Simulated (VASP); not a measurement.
**CdTe: single point with PBEsol**

**What was measured.**

From a printed reference work, data compilation, for a bulk crystal of CdTe at 0 K: band gap 1.607 eV.

The system is CdTe.

```xyz
2
Lattice="0.0000 3.2679 3.2679 3.2679 0.0000 3.2679 3.2679 3.2679 0.0000" Properties=species:S:1:pos:R:3 pbc="T T T"
Cd    0.0000    0.0000    0.0000
Te    1.6339    1.6339    1.6339
```

```yaml
Program: VASP 6.6.1
Task: single point
Functional: PBEsol
Potentials_or_basis: VASP PAW PBE potentials, release 64 (Cd, Te)
Cutoff: 500 eV
k_mesh: 6 × 6 × 6
Occupations: gaussian, width 0.01 eV
Spin: no spin polarisation
Dipole_correction: no
Further_INCAR_settings: ALGO = Normal; EDIFF = 1e-06; NBANDS = 16
```

The pressure is -0.7 GPa. The band gap on the k mesh is 0.59 eV, direct.

Levels at points of the mesh, in eV from the valence-band top:
```csv
k point,band 5,band 6,band 7,band 8,band 9,band 10,band 11,band 12,band 13,band 14
"(0.00, 0.00, 0.00)",-7.93,-7.93,0.00,0.00,0.00,0.59,4.56,4.56,4.56,7.26
"(0.50, 0.00, 0.00)",-7.92,-7.60,-4.33,-0.75,-0.75,1.71,5.14,5.14,6.91,8.43
"(0.50, 0.50, 0.00)",-7.90,-7.47,-4.23,-1.80,-1.80,2.54,2.60,8.59,8.94,8.94
```

It took 7.8 s on 1 thread of Intel(R) Xeon(R) 6975P-C (Granite Rapids) (shared host), peak memory 0.21 GiB.

Against the measured gap of CdTe, 1.607 eV (0 K; a printed reference work, data compilation), the calculated 0.59 eV is off by -1.02 eV. So large a miss can be the level of theory's own, or it may mean another phase, state or a wrong row. Spin-orbit coupling on Cd, Te is left out. The value is that of PBEsol, without temperature or zero-point motion. Semilocal functionals fall short of measured gaps as a rule.

Caveat: the PAW data sets were made with another functional, which shifts forces and pressure a little; spin-orbit coupling is left out, which moves the levels of the heavy elements.
